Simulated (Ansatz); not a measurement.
# SnS, space group Pnma: a conversion between chain and input file

Program: Ansatz's Python interface.

The cells in order, each with its output:

```python
from pathlib import Path

import ansatz as az
from ase import Atoms

atoms = Atoms(
    ["Sn", "Sn", "Sn", "Sn", "S", "S", "S", "S"],
    scaled_positions=[
        [0.1194, 0.25, 0.1198],
        [0.3806, 0.75, 0.6198],
        [0.6194, 0.25, 0.3802],
        [0.8806, 0.75, 0.8802],
        [0.8508, 0.25, 0.4793],
        [0.6492, 0.75, 0.9793],
        [0.3508, 0.25, 0.0207],
        [0.1492, 0.75, 0.5207],
    ],
    cell=[
        [11.2, 0.0, 0.0],
        [0.0, 3.987, 0.0],
        [0.0, 0.0, 4.334],
    ],
    pbc=True,
)
system = az.Crystal.from_ase(atoms)
```

```python
system.resolved().tree()["lattice"]
```

    ((11.2, 0.0, 0.0), (0.0, 3.987, 0.0), (0.0, 0.0, 4.334))

```python
calc = (
    system.calculation()
    .eigensolver("auto")
    .occupations("fixed")
    .basis(530)
    .functional("PBE")
    .mixing("broyden", ndim=8, beta=0.6)
    .kpoints(spacing=0.47)
    .forces()
    .stress()
)
Path("written.yaml").write_text(calc.to_yaml())
back = az.Calculation.from_yaml("written.yaml")
print(back.to_python())
print("same input:", back.to_yaml() == calc.to_yaml())
```

    (
        az.Lattice.of(((11.2, 0.0, 0.0), (0.0, 3.987, 0.0), (0.0, 0.0, 4.334)))
        .atom("Sn", (0.1194, 0.25, 0.11979999999999999))
        .atom("Sn", (0.3806, 0.75, 0.6198))
        .atom("Sn", (0.6194, 0.25, 0.3802))
        .atom("Sn", (0.8806, 0.75, 0.8802))
        .atom("S", (0.8508, 0.25, 0.47929999999999995))
        .atom("S", (0.6492, 0.75, 0.9793))
        .atom("S", (0.3508, 0.25, 0.0207))
        .atom("S", (0.1492, 0.75, 0.5207))
        .calculation()
        .basis(cutoff=530.0)
        .kpoints(spacing=0.47)
        .functional("pbe")
        .mixing(algorithm="broyden", beta=0.6, ndim=8)
        .occupations(method="fixed")
        .eigensolver(kind="auto")
        .forces()
        .stress()
    )
    
    same input: True

It writes `written.yaml`:
```yaml
crystal:
  lattice:
    - [11.2, 0.0, 0.0]
    - [0.0, 3.987, 0.0]
    - [0.0, 0.0, 4.334]
  atoms:
    - { symbol: Sn, position: [0.1194, 0.25, 0.11979999999999999] }
    - { symbol: Sn, position: [0.3806, 0.75, 0.6198] }
    - { symbol: Sn, position: [0.6194, 0.25, 0.3802] }
    - { symbol: Sn, position: [0.8806, 0.75, 0.8802] }
    - { symbol: S, position: [0.8508, 0.25, 0.47929999999999995] }
    - { symbol: S, position: [0.6492, 0.75, 0.9793] }
    - { symbol: S, position: [0.3508, 0.25, 0.0207] }
    - { symbol: S, position: [0.1492, 0.75, 0.5207] }
basis:
  ecutwfc: 530.0
kpoints:
  mp_grid:
    kspacing: 0.47
hamiltonian:
  xc: pbe
scf:
  mixing:
    algorithm: broyden
    beta: 0.6
    ndim: 8
  occupations:
    method: fixed
  eigensolver:
    kind: auto
output:
  forces: true
  stress: true
```

The input is only written out: it wasn't run, and its settings aren't tested. Fixed occupations are right only where the crystal has a gap.
